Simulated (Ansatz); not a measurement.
Bulk crystal (Al) after relaxation:

```yaml
crystal:
  lattice:
    - [2.85432, 0.00000, 0.00000]
    - [-1.42716, 2.47192, 0.00000]
    - [0.00000, 0.00000, 9.38319]
  atoms:
    - { symbol: Al, position: [0.00000, 0.00000, 0.00000] }
    - { symbol: Al, position: [0.33333, 0.66667, 0.25000] }
    - { symbol: Al, position: [0.00000, 0.00000, 0.50000] }
    - { symbol: Al, position: [0.66667, 0.33333, 0.75000] }
```

Miller indices refer to the conventional cell of P6_3/mmc (No. 194), a = 2.854 Å, b = 2.854 Å, c = 9.383 Å, α = 90.00°, β = 90.00°, γ = 120.00°.

The (001) slab of 8 planes, 16.4 Å thick with 15 Å of vacuum as cut; outer planes Al (top) and Al (bottom).

These are results of Ansatz 0.2.0, DFT PBE, scalar-relativistic, plane waves, PAW, not measurements. Cutoff 420 eV; k points 12×12×1 on the computed 8-atom cell (Γ-centred); Gaussian smearing, width 0.10 eV; no spin polarisation. A dipole correction removes the field between periodic images along c.

Results for the relaxed slab:

```json
{
  "Surface energy (mean of both faces)": "0.76 J/m²",
  "Work function": "4.13 eV (top), 4.17 eV (bottom)"
}
```

Relaxation lowers the energy by 0.006 J/m² a face; the largest move is 0.054 Å.

```tsv
plane (bottom to top)	atoms	spacing to next, bulk (Å)	relaxed (Å)	change (%)
1	Al	2.346	2.361	+0.7
2	Al	2.346	2.356	+0.4
3	Al	2.346	2.352	+0.3
4	Al	2.346	2.327	-0.8
5	Al	2.346	2.356	+0.5
6	Al	2.346	2.356	+0.4
7	Al	2.346	2.394	+2.1
8	Al
```

The reference crystal is a form of Al, which isn't its usual structure.